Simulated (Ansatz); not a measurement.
**Cu: energy along a strain**

Cu, Fm-3m, a = 3.630 Å. Ansatz: PBE, PAW, 420 eV, Γ-centred 28×28×28 mesh on 1 atom, Gaussian smearing 0.15 eV; no spin polarisation. Cell vectors (Å): 0.000 1.815 1.815; 1.815 0.000 1.815; 1.815 1.815 0.000. The cell is strained by x per cent times the pattern (0 0 0 0 0 1) in the order xx yy zz yz xz xy (engineering shears), with fractional coordinates held. y is the free energy over the start, V0 = 11.956 Å³/atom. Symmetry makes y even in x.

| x (%) | y (meV/atom) |
| --- | --- |
| -2.00 | ? |
| -1.00 | 0.31 |
| 0.00 | 0.00 |
| 0.50 | 0.08 |
| 1.25 | 0.49 |
| 1.50 | 0.70 |
| 1.75 | 0.96 |

Problem. Fit y = c2 x² + c4 x⁴ to the other rows, get the stiffness along the pattern, and predict the missing energy.

Solution. Least squares on the rows shown. y = 0.3104 x² + 0.0008801 x⁴. The clamped-ion stiffness p·C·p = 2 × 3.104 eV × 160.2 / 11.956 Å³ = 83 GPa, which is C66 in these axes (C44 of the cubic crystal). At x = -2.00 the fit asked for gives 1.26 meV/atom. The run gave 1.25 meV/atom, so the fit is 0.01 meV/atom too high, a small miss on the scale of the series.

Cost: 7 runs of about 8.5 core-minutes in all, on Intel Xeon Processor @ 2.50GHz (Skylake/Cascade Lake) (shared hosts).